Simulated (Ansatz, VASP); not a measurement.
**Two plane-wave programs on GaN**

```xyz
4
Lattice="3.1833 0.0000 0.0000 -1.5917 2.7568 0.0000 0.0000 0.0000 5.1127" Properties=species:S:1:pos:R:3 pbc="T T T"
Ga    0.0000    1.8379   -0.0101
Ga    1.5917    0.9189    2.5463
N     0.0000    1.8379    1.9273
N     1.5917    0.9189    4.4837
```

Change from the starting cell: in-plane strain +0.01, out-of-plane length and atoms relaxed by PAW.

Alike in both runs: functional LDA; k mesh 8 × 8 × 4; no spin polarisation.

Ansatz relaxed the structure, and its values are those at the end. VASP's run is a single point on that final structure, the one shown.

|  | VASP | Ansatz |
| --- | --- | --- |
| version | VASP 6.6.1 | Ansatz 0.2.0 |
| potentials or method | VASP PAW LDA potentials, release 64 (Ga_d, N) | PAW with Ansatz's default frozen-core files, scalar-relativistic |
| plane-wave cutoff (eV) | 520 | 420 |
| occupations | gaussian, width 0.01 eV | fixed |
| valence electrons in the cell | 36 | 36 |

```csv
,VASP,Ansatz,Ansatz less VASP
gap on the k mesh at the Fermi level (eV),2.06,2.04,-0.017
pressure (GPa),-1.9,-2.9,-1.06
```
